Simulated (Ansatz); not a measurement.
A crystal of composition H2 at more than one level of theory

Plane-wave PAW calculations in Ansatz, scalar-relativistic unless spin-orbit coupling is named; Γ-centred meshes, relaxations with the symmetry kept. Pressure is positive in compression. No spin polarisation at the first level.

Cutoff 420 eV; k points 8×8×8 on the computed 2-atom cell (Γ-centred); Gaussian smearing, width 0.02 eV; no spin polarisation.

Structure relaxed with PBE+D3(BJ):

```cif
data_structure
_symmetry_space_group_name_H-M 'I4/mmm'
_symmetry_Int_Tables_number 139
_cell_length_a 3.4061
_cell_length_b 3.4061
_cell_length_c 4.2791
_cell_angle_alpha 90.000
_cell_angle_beta 90.000
_cell_angle_gamma 90.000
_cell_volume 49.64
loop_
_atom_site_label
_atom_site_type_symbol
_atom_site_symmetry_multiplicity
_atom_site_Wyckoff_symbol
_atom_site_fract_x
_atom_site_fract_y
_atom_site_fract_z
_atom_site_occupancy
H1 H 4 e 0.00000 0.00000 0.91226 1
```

```
     level cell cutoff (eV) k mesh primitive cell V (Å³/atom) P (GPa; residual where relaxed) gap on mesh (eV)
PBE+D3(BJ) relaxed          420   8×8×8  a = 3.22 Å, b = 3.22 Å, c = 3.22 Å, α = 116.17°, β = 116.17°, γ = 96.77°         12.4                            -0.01              8.98
       PBE  relaxed          420   8×8×8  a = 3.49 Å, b = 3.49 Å, c = 3.49 Å, α = 116.22°, β = 116.22°, γ = 96.68°         15.8                             0.01              9.30
```

The volumes differ by 27 %: in a crystal of weakly bound units the cell follows the treatment of dispersion, and a level without it swells.

Cost: 2 runs of about 0.19 core-minutes in all, on Intel Xeon Platinum 8581C (Emerald Rapids) (shared hosts).